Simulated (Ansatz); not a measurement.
# SnO: the cost of one run

Program: Ansatz 0.2.0. Level of theory: DFT PBE+D3(BJ), scalar-relativistic, plane waves, PAW. These are calculated values, not measurements.

7 further runs of the same task are left out: 7 set aside as unsound or not needed.

### Step 1. The starting structure

Symmetry: P4/nmm, No. 129, tetragonal system. The conventional cell has a = 3.836 Å, b = 3.836 Å, c = 4.761 Å, α = 90.00°, β = 90.00°, γ = 90.00°. Around Sn (site symmetry 4mm) lie 4 O at 2.24 Å. O (site symmetry -4m2) is surrounded by 4 Sn at 2.24 Å.

Coordinates:

```xyz
8
Lattice="2.7126 -2.7126 0.0000 2.7126 2.7126 0.0000 0.0000 0.0000 9.5224" Properties=species:S:1:pos:R:3 pbc="T T T"
Sn    2.7126   -1.3563    8.3000
Sn    2.7126    1.3563    1.2224
Sn    2.7126   -1.3563    3.5388
Sn    2.7126    1.3563    5.9836
O     1.3563    0.0000    2.3806
O     4.0689    0.0000    7.1418
O     1.3563    0.0000    7.1418
O     4.0689    0.0000    2.3806
```

It goes back to an entry of the Materials Project, which need not be the stable form.

It is the result of an earlier relaxation at this level (volume 17.52 Å³/atom; gap on the mesh: none (metal)).

### Step 3. Setting up the map

Atoms count from 1 in the order of the input.

The upper layer of a bilayer is slid over the lower one; relaxed at each slide: nothing; the origin of the map has Sn5 above Sn4; the distance between the facing planes is held at 4.20 Å.

The axes are (1) slide of the upper layer along the first cell vector, from Sn5 above Sn4: 8 values from 0.000 to 0.875, periodic; (2) slide of the upper layer along the second cell vector, from Sn5 above Sn4: 8 values from 0.000 to 0.875, periodic.

Nothing else is relaxed. Points are written as (first, second).

The two vectors of the plane (Å): (3.820, 0.000, 0.000); (0.000, 3.820, 0.000).

(The set-up runs are not shown.)

### Step 4. Grid point (0/8, 0/8) of the map's two axes

The input, input.yaml:

```yaml
crystal:
  lattice:
    - [3.8201635894, 0.0, 0.0]
    - [0.0, 3.8201635894, 0.0]
    - [0.0, 0.0, 22.2260803631]
  atoms:
    - { symbol: Sn, position: [0.75, 0.25, 0.2024648488] }
    - { symbol: O, position: [0.25, 0.25, 0.2556240236] }
    - { symbol: O, position: [0.75, 0.75, 0.2556240236] }
    - { symbol: Sn, position: [0.25, 0.75, 0.3087831984] }
    - { symbol: Sn, position: [0.25, 0.75, 0.4977503906] }
    - { symbol: O, position: [-0.25, 0.75, 0.5509095654] }
    - { symbol: O, position: [0.25, 1.25, 0.5509095654] }
    - { symbol: Sn, position: [-0.25, 1.25, 0.6040687401] }
basis:
  ecutwfc: 420
kpoints:
  mp_grid: { grid: [7, 7, 1] }
hamiltonian:
  xc: pbe
  pseudopotentials: { kind: paw, azcp: { folder: soft_1 } }
  dispersion: d3bj
scf:
  occupations: { method: gaussian, width: 0.05 }
output:
  forces: true
  eigenvalues: true
efield:
  axis: 3
  dipole_correction: true
  ramp_width: 0.04
```

Command:

```bash
$ ansatz run input.yaml --threads 2 --pin off --max-ram 6144MiB --backend cpu --events-out ev --progress --plain --runs-dir out
```

What time and memory should one allow on 2 threads of AMD EPYC 7R43 (Zen 3), shared host?

About 6.6 s, with a peak of 0.58 GiB.
